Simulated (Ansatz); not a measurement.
Method: Ansatz, DFT PBE, scalar-relativistic, plane waves, PAW. Settings: cutoff 420 eV, Γ-centred meshes spaced at most about 0.3 Å⁻¹, and about 0.25 Å⁻¹ or finer for metals (2π included), Gaussian smearing. No spin polarisation.

All energies are static (0 K, no zero-point motion).

Question: Order these relaxed structures of Si2Ge by energy, lowest first, with the energy over the lowest of them.
A. Space group I4_1/amd (No. 141), tetragonal, a = 3.927 Å, c = 16.662 Å. Si has 2 Si at 2.38 Å and 2 Ge at 2.42 Å; around Ge lie 4 Si at 2.42 Å.
B. Space group P6_222 (No. 180), hexagonal, a = 5.393 Å, c = 10.811 Å. Si is surrounded by 1 Si at 2.22 Å and 2 Ge at 2.40 Å; Ge has 4 Si at 2.40 Å.
C. Space group P-3m1 (No. 164), trigonal, a = 3.567 Å, c = 9.714 Å. Around Si on its first site lie 3 Si at 2.48 Å, 3 Ge at 2.65 Å and 1 Si at 3.05 Å; Si on its second site is surrounded by 3 Si at 2.48 Å, 3 Si at 2.65 Å, 1 Ge at 3.04 Å and 1 Si at 3.05 Å; Ge has 3 Si at 2.65 Å, 3 Ge at 2.84 Å and 1 Si at 3.04 Å.

Answer: A (0 meV/atom), C (365 meV/atom), B (750 meV/atom). Counting Ge atoms around Si (those within 1.25 times the shortest such distance or 1.15 times the sum of covalent radii; the shortest distance is added where it is long for a bond; a slash parts the counts of unlike sites): A has Si 2; C has Si 1 from 3.0 Å/3; B has Si 2. All come from invented guesses. Shaken at random and relaxed again, C came back. The lowest form computed isn't among them: it has Si and Ge ordered on diamond sites, space group Imma (No. 74), 21.4 Å³/atom and lies 4 meV/atom below the best shown.

Cells without such a test can be saddle points. Some candidate types were left out of the draw beforehand, so a known form may be missing.
